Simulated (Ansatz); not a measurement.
A distorted cell of GeO2 (rutile):

```xyz
6
Lattice="4.5529 0.0000 0.0000 0.0000 4.5529 0.0000 0.0000 0.0000 2.9628" Properties=species:S:1:pos:R:3 pbc="T T T"
Ge     0.0000     0.0000     0.0000
Ge     2.2765     2.2765     1.4814
O      1.4097     1.4097     0.0000
O      3.6861     0.8668     1.4814
O      0.8668     3.6861     1.4814
O      3.1432     3.1432     0.0000
```

Method: r2SCAN (plane waves to 500 eV, PAW, scalar-relativistic; Ansatz, a program for electronic structure). k mesh 8×8×11 (Γ-centred), Fermi-Dirac smearing 0.05 eV. E stands for the smeared free energy. Stress and pressure are positive under compression. GeO2 was relaxed with its symmetry unable to fall.

Q: What is the stress tensor (GPa)?

A: 
```
  -16.7      0.0      0.0
    0.0    -16.7      0.0
    0.0      0.0    -25.0
```
The pressure, a third of the trace, is -19.4 GPa.

Q: It is the relaxed cell scaled evenly to V/V₀ = 1.100, atoms relaxed where free. What is its energy relative to the relaxed cell?

A: 62.2 meV/atom.

(A scan under strain: stresses follow from slopes of the energy per volume, elastic moduli from its curvatures.)
